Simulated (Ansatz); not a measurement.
# Ag: the cost of one run

Program: Ansatz 0.2.0. Level of theory: DFT PBE, scalar-relativistic, plane waves, PAW. These are calculated values, not measurements.

## 1. Starting point

It takes space group Fd-3m (No. 227, cubic). The conventional cell has a = 7.605 Å, b = 7.605 Å, c = 7.605 Å, α = 90.00°, β = 90.00°, γ = 90.00°. Ag (site symmetry -3m) is surrounded by 6 Ag at 2.69 Å. Ag (site symmetry -43m) has 16 Ag at 3.15 to 3.29 Å in its first shell of neighbours.

Coordinates:

```
Ag
1.0
     0.00000    3.80270    3.80270
     3.80270    0.00000    3.80270
     3.80270    3.80270    0.00000
Ag
6
Direct
  0.62500 0.62500 0.62500
  0.62500 0.62500 0.12500
  0.62500 0.12500 0.62500
  0.12500 0.62500 0.62500
  0.00000 0.00000 0.00000
  0.25000 0.25000 0.25000
```

A structure generator made this guess: random cell by space group and Wyckoff sites (Fd-3m, No. 227). Lengths come from tabulated atomic sizes and are only a guess.

## 2. The guess as it stands, on a coarse mesh

input.yaml

```yaml
crystal:
  lattice:
    - [0.0, 3.80270166, 3.80270166]
    - [3.80270166, 0.0, 3.80270166]
    - [3.80270166, 3.80270166, 0.0]
  atoms:
    - { symbol: Ag, position: [0.625, 0.625, 0.625] }
    - { symbol: Ag, position: [0.625, 0.625, 0.125] }
    - { symbol: Ag, position: [0.625, 0.125, 0.625] }
    - { symbol: Ag, position: [0.125, 0.625, 0.625] }
    - { symbol: Ag, position: [0.0, 0.0, 0.0] }
    - { symbol: Ag, position: [0.25, 0.25, 0.25] }
basis:
  ecutwfc: 420
kpoints:
  mp_grid: { grid: [4, 4, 4] }
hamiltonian:
  xc: pbe
scf:
  occupations: { method: gaussian, width: 0.1 }
  lower_state_search: "off"
output:
  forces: true
  stress: true
  eigenvalues: true
```

Command:

```console
ansatz run input.yaml --threads 1 --pin off --max-ram 2560MiB --backend cpu --events-out ev --progress --plain --runs-dir out
```

What time and memory should one allow on 1 thread of Intel Xeon at 2.50GHz (Skylake/Cascade Lake), shared host?

About 6.4 s, with a peak of 0.39 GiB.
